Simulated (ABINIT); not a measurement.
Runs of ABINIT 10.8.3 (patched build) on CoO. The structure is cubic, space group Fm-3m (No. 225). The conventional cell has a = 4.263 Å, b = 4.263 Å, c = 4.263 Å, α = 90.00°, β = 90.00°, γ = 90.00°. Around Co (site symmetry m-3m) lie 6 O at 2.13 Å. O (site symmetry m-3m) has 6 Co at 2.13 Å as nearest neighbours. 

| task | level | potentials or basis | cell | k mesh | cutoff (eV) | bands in the sums | broadening (eV) | scissor shift (eV) | tensor components | cell freedom (optcell) | gap on the mesh (eV) | pressure (GPa) | moment (μB) |
| --- | --- | --- | --- | --- | --- | --- | --- | --- | --- | --- | --- | --- | --- |
| optical spectrum | PBE | PseudoDojo NC SR PBE v0.4.1 standard | as given | 8 × 8 × 8, with 4 shifts | 1252 | 18 | 0.15 | 0 | [11] | - | - | -2.1 | 2.99 |
| relaxation of cell and atoms | LDA | JTH PAW LDA v2.0 | relaxed | 8 × 8 × 8 | 707 | - | - | - | - | 2 | none | 0.0 | (b) |
| single point | PBEsol | PseudoDojo NC SR PBEsol v0.4.1 standard | as given | 8 × 8 × 8 | 1143 | - | - | - | - | - | none | (a) | 2.97 |
| single point | PBE | PseudoDojo NC SR PBE v0.4.1 standard | as given | 8 × 8 × 8 | 1252 | - | - | - | - | - | none | -2.2 | 2.98 |
| optical spectrum | PBEsol | PseudoDojo NC SR PBEsol v0.4.1 standard | as given | 8 × 8 × 8, with 4 shifts | 1143 | 20 | 0.05 | 0 | [11] | - | - | -13.3 | 2.99 |

Alike in all rows: spin collinear, ferromagnetic start; smearing fermi-dirac 0.05 eV.

Question: Estimate the missing entries.

Answer: (a) -13.5; (b) 1.96.

Caveats: a cell with one magnetic atom can't hold antiferromagnetic order, which such compounds often take; semilocal functionals often make such compounds metallic where correlation or magnetic order opens a gap, which also shifts bond lengths (some runs); the intraband (Drude) term is left out (some runs); spectra need much finer meshes, so this one isn't converged (some runs).

A k mesh can miss the band edges.

A gap of «none» marks a metal or a gap under the smearing width.

Not every run made on this cell is shown here.
